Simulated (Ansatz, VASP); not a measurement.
# One calculation of Pd, two programs

```
Pd
1.0
     2.58771    0.00000    0.00000
     0.00000    2.58771    0.00000
     0.00000    0.00000    2.58771
Pd
1
Cartesian
  0.0000 0.0000 0.0000
```

Alike in both runs: functional r2SCAN; k mesh 22 × 22 × 22; occupations gaussian, width 0.1 eV; no spin polarisation.

Ansatz relaxed the structure, and its values are those at the end. VASP's run is a single point on that final structure, the one shown.

|  | VASP | Ansatz |
| --- | --- | --- |
| version | VASP 6.6.1 | Ansatz 0.2.0 |
| potentials or method | VASP PAW PBE potentials, release 64 (Pd) | scalar-relativistic, plane waves, PAW |
| plane-wave cutoff (eV) | 520 | 500 |
| valence electrons in the cell | 10 | 18 |

|  | VASP | Ansatz | Ansatz less VASP |
| --- | --- | --- | --- |
| gap on the k mesh at the Fermi level (eV) | none | none | - |
| pressure (GPa) | 0.5 | 0.0 | -0.49 |

A gap of «none» marks a metal or a gap that the smearing closes. The two sets of potentials don't hold the same shells in valence.

Caveats: the PAW data sets were made with another functional, which shifts forces and pressure a little (VASP).
